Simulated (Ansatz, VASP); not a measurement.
**Re in VASP and in Ansatz**

INCAR

```
PREC = Accurate ; ENCUT = 520
EDIFF = 1E-6 ; ISMEAR = -1
SIGMA = 0.1 ; LREAL = False
LASPH = True ; NELM = 80
ALGO = Normal ; ISIF = 2
LWAVE = False ; LCHARG = False
GGA = RE ; NBANDS = 18
```

Contents of KPOINTS:

```
regular mesh
0
Gamma
  9 9 13
```

POSCAR

```
Re
1.0
    4.3913591619      0.0000000000      0.0000000000
   -2.1956795809      3.8030285913      0.0000000000
    0.0000000000      0.0000000000      2.7519768987
Re
3
Direct
    0.0000000000      0.0000000000      1.0000000000
    0.3333333333      0.6666666667      0.5000000000
    0.6666666667      0.3333333333      0.5000000000
```

Input for Ansatz:

```yaml
crystal:
  lattice:
    - [4.3913591619, 0.0, 0.0]
    - [-2.1956795809, 3.8030285913, 0.0]
    - [0.0, 0.0, 2.7519768987]
  atoms:
    - { symbol: Re, position: [0.0, 0.0, 1.0] }
    - { symbol: Re, position: [0.3333333333, 0.6666666667, 0.5] }
    - { symbol: Re, position: [0.6666666667, 0.3333333333, 0.5] }
hamiltonian:
  xc: revpbe
  pseudopotentials:
    kind: paw
    azcp:
      Re: "pseudopotentials/Re.paw.azcp"
basis:
  ecutwfc: 420
  fft_grid_basis: typed
kpoints:
  mp_grid: { grid: [9, 9, 13], shift: [0, 0, 0] }
magnetization:
  spin_polarized: false
scf:
  occupations: { method: fermi_dirac, width: 0.1 }
  lower_state_search: "off"
output:
  stress: true
  write_density: true
  write_potential: true
  elf: true
  volumetric_format: npy
```

Alike in both runs: task single point; functional revPBE; k mesh 9 × 9 × 13; occupations fermi-dirac, width 0.1 eV; no spin polarisation.

```csv
,VASP,Ansatz
version,VASP 6.6.1,Ansatz 0.2.0
potentials or method,"VASP PAW PBE potentials, release 64 (Re)","plane waves (420 eV) with PAW, scalar-relativistic"
plane-wave cutoff (eV),520,420
valence electrons in the cell,21,45
```

VASP gave:

```
pressure (GPa)                                  : -0.9
largest component of the traceless stress (GPa) : 0.10
```

Question: What did Ansatz give for the same quantities?

Answer: Pressure (GPa): 0.0; largest component of the traceless stress (GPa): 0.63.

The two sets of potentials don't hold the same shells in valence.

Caveats: the PAW data sets were made with another functional, which shifts forces and pressure a little (VASP). The runs have no spin-orbit coupling, so splittings on Re are missing.
